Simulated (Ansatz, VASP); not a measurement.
# Two plane-wave programs on Al

```
Al
1.0
     0.00000    2.01967    2.01967
     2.01967    0.00000    2.01967
     2.01967    2.01967    0.00000
Al
1
Cartesian
  2.0197 2.0197 2.0197
```

Alike in both runs: functional PBE; k mesh 24 × 24 × 24; occupations gaussian, width 0.1 eV; no spin polarisation.

Ansatz relaxed the structure, and its values are those at the end. VASP's run is a single point on that final structure, the one shown.

|  | VASP | Ansatz |
| --- | --- | --- |
| version | VASP 6.6.1 | Ansatz 0.2.0 |
| potentials or method | VASP PAW PBE potentials, release 64 (Al) | scalar-relativistic, plane waves, PAW |
| plane-wave cutoff (eV) | 520 | 420 |
| valence electrons in the cell | 3 | 3 |

```csv
,VASP,Ansatz,Ansatz less VASP
gap on the k mesh at the Fermi level (eV),none,none,-
pressure (GPa),0.0,0.0,+0.04
```

A gap of «none» marks a metal or a gap that the smearing closes.
